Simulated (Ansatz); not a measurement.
# CsI (Pm-3m): convergence test of the plane-wave cutoff, by script

How high a cutoff does CsI (Pm-3m) need? Aim: a convergence test of the plane-wave cutoff, for CsI (Pm-3m), run from a script.

Computed with Ansatz 0.2.0, driven from Python. Level of theory: DFT LDA, plane waves, PAW.

### Step 1. The system

The structure is cubic, space group Pm-3m (No. 221). The conventional cell has a = 4.567 Å, b = 4.567 Å, c = 4.567 Å, α = 90.00°, β = 90.00°, γ = 90.00°. Cs (site symmetry m-3m) is surrounded by 8 I at 3.95 Å. I (site symmetry m-3m) is surrounded by 8 Cs at 3.95 Å.

The script holds or builds the structure itself.

### Step 2. The script

Input file csi.py:

```python
'''Cutoff test for CsI.'''

import ansatz as az

system = (
    az.Lattice.cubic(4.5667)
    .space_group(221)
    .atom('Cs', [0.0, 0.0, 0.0])
    .atom('I', [0.5, 0.5, 0.5])
)

base = (
    system.calculation()
    .scf(lower_state_search='standard')
    .kpoints(5)
    .functional('lda')
    .occupations('fixed')
    .stress()
)

rows = []
for value in [250, 325, 400, 475]:
    r = base.basis(value).run(threads=1, backend='cpu').report
    rows.append((value, r['free_energy_ev'] / len(r['lattice']['sites']), r['n_iterations'], sum(r['stress_gpa'][i][i] for i in range(3)) / 3, r['n_pw']))

print(' cutoff (eV)   F/atom (eV)    iterations       P (GPa)   plane waves')
for row in rows:
    print(f'{str(row[0]):>12s}  {row[1]:12.5f}  {row[2]:12d}  {row[3]:12.3f}  {row[4]:12d}')

# the last row is the reference
for row in rows[:-1]:
    shift = 1000 * (row[1] - rows[-1][1])
    print(f'{row[0]}: {shift:+.2f} meV/atom' + ('  (within 5 meV)' if abs(shift) < 5 else ''))
```

### Step 3. The calls as engine input

The engine receives this input (first run):

```yaml
crystal:
  lattice:
    bravais: cubic
    a: 4.5667
  space_group: 221
  atoms:
    - { symbol: Cs, position: [0.0, 0.0, 0.0] }
    - { symbol: I, position: [0.5, 0.5, 0.5] }
basis:
  ecutwfc: 250.0
kpoints:
  mp_grid:
    grid: [5, 5, 5]
hamiltonian:
  xc: lda
scf:
  lower_state_search: standard
  occupations:
    method: fixed
output:
  stress: true
```

### Step 4. The run

On the command line:

```sh
> python csi.py
```

**Question.** From which cutoff on is the energy per atom within 5 meV of the last row, and how does it get there?

The runs gave:

| quantity | value |
| --- | --- |
| runs compared | 4 |
| last run but one, from the last | +0.88 meV/atom |
| within 5 meV/atom of the last run from | 400 |

Runs 1, 2: each has a cutoff under the recommended one, so what rests on them isn't a property of the system. From 400 eV on it stays within 5 meV an atom of the value at 475 eV; the first row (250 eV) is off by 481.1 meV and the last but one by 0.88 meV. The energy falls steadily, as expected when plane waves are added. The pressure moves from -1.48 to -1.40 GPa (the program's stress holds a Pulay correction, so it settles early). Pressure is positive in compression. Shifts are counted from the last row, which is itself no proven limit.
